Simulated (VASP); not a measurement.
A run of VASP 6.6.1 is set up as follows.

The input INCAR:

```
SYSTEM = ZrC
PREC = Accurate
ENCUT = 600
EDIFF = 1E-6
ISMEAR = 0
SIGMA = 0.1
LREAL = .FALSE.
LASPH = .TRUE.
NELM = 80
ALGO = Normal
ISIF = 3
LWAVE = .FALSE.
LCHARG = .FALSE.
GGA = PS
IBRION = 2
NSW = 100
EDIFFG = -0.005
```

KPOINTS

```
regular mesh
0
G
  16 16 16
  0 0 0
```

File POSCAR:

```
ZrC
1.0
    0.0000000000      2.3345629339      2.3345629339
    2.3345629339      0.0000000000      2.3345629339
    2.3345629339      2.3345629339      0.0000000000
Zr C
1 1
Direct
    0.5000000000      0.5000000000      0.5000000000
    0.0000000000      0.0000000000      0.0000000000
```

Potentials or basis: VASP PAW PBE potentials, release 64 (Zr_sv, C).

Run with:

```console
$ cat potpaw_PBE.64/Zr_sv/POTCAR potpaw_PBE.64/C/POTCAR > POTCAR
$ mpirun -np 1 vasp_std > vasp.out
```

(1) Estimate the space group after relaxing (to 0.05 Å).

(2) Predict the relaxed volume.

(3) What does it give for the relaxed cell?

(4) Predict the band gap on the k mesh.

Results:

(1) Fm-3m (No. 225).

(2) 12.74 Å³/atom.

(3) a = 3.303 Å, b = 3.303 Å, c = 3.303 Å, α = 60.00°, β = 60.00°, γ = 60.00°.

(4) none (metal or under the smearing width).

Caveat: the PAW data sets were made with another functional, which shifts forces and pressure a little.
